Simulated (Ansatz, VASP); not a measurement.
One calculation of Al, two programs

File INCAR:

```
  ALGO = Fast
  EDIFF = 1E-7
  ENCUT = 520
  ISIF = 2
  ISMEAR = -1
  LASPH = T
  LCHARG = F
  LREAL = F
  LWAVE = F
  NBANDS = 8
  NELM = 60
  PREC = Accurate
  SIGMA = 0.05
```

The input KPOINTS:

```
k-points
0
Gamma
  6 6 6
```

POSCAR

```
Al
1.0
    0.0000000000      2.0248050000      2.0248050000
    2.0248050000      0.0000000000      2.0248050000
    2.0248050000      2.0248050000      0.0000000000
Al
1
Direct
    0.0000000000      0.0000000000      0.0000000000
```

File input.yaml:

```yaml
crystal:
  lattice:
    - [0.0, 2.024805, 2.024805]
    - [2.024805, 0.0, 2.024805]
    - [2.024805, 2.024805, 0.0]
  atoms:
    - { symbol: Al, position: [0.0, 0.0, 0.0] }
hamiltonian:
  xc: lda
  pseudopotentials: { kind: paw }
kpoints:
  mp_grid: { grid: [6, 6, 6] }
scf:
  occupations: { method: fermi_dirac, width: 0.05 }
  n_extra_bands: 6
output:
  forces: true
  stress: true
  eigenvalues: true
  dos: { projected: true, de: 0.05, nscf_kmesh: { grid: [9, 9, 9] } }
```

Alike in both runs: functional LDA; k mesh 6 × 6 × 6; occupations fermi-dirac, width 0.05 eV; no spin polarisation.

|  | VASP | Ansatz |
| --- | --- | --- |
| version | VASP 6.6.1 | Ansatz 0.2.0 |
| potentials or method | VASP PAW LDA potentials, release 64 (Al) | Ansatz PAW |
| plane-wave cutoff (eV) | 520 | 420 |
| valence electrons in the cell | 3 | 3 |
| task | single point | projected density of states |

```tsv
	VASP	Ansatz	Ansatz less VASP
gap on the k mesh at the Fermi level (eV)	none	none	-
pressure (GPa)	-3.2	-3.2	-0.05
```

A gap of «none» marks a metal or a gap that the smearing closes.

Caveats: the k mesh is coarse (spacing up to 0.45 Å⁻¹), so the values aren't converged; the PAW data sets come from PBE, with cores solved anew for the run's functional, which leaves a small shift of forces and pressure (Ansatz); the density of states is complete only up to the lowest level of the last band computed (Ansatz).
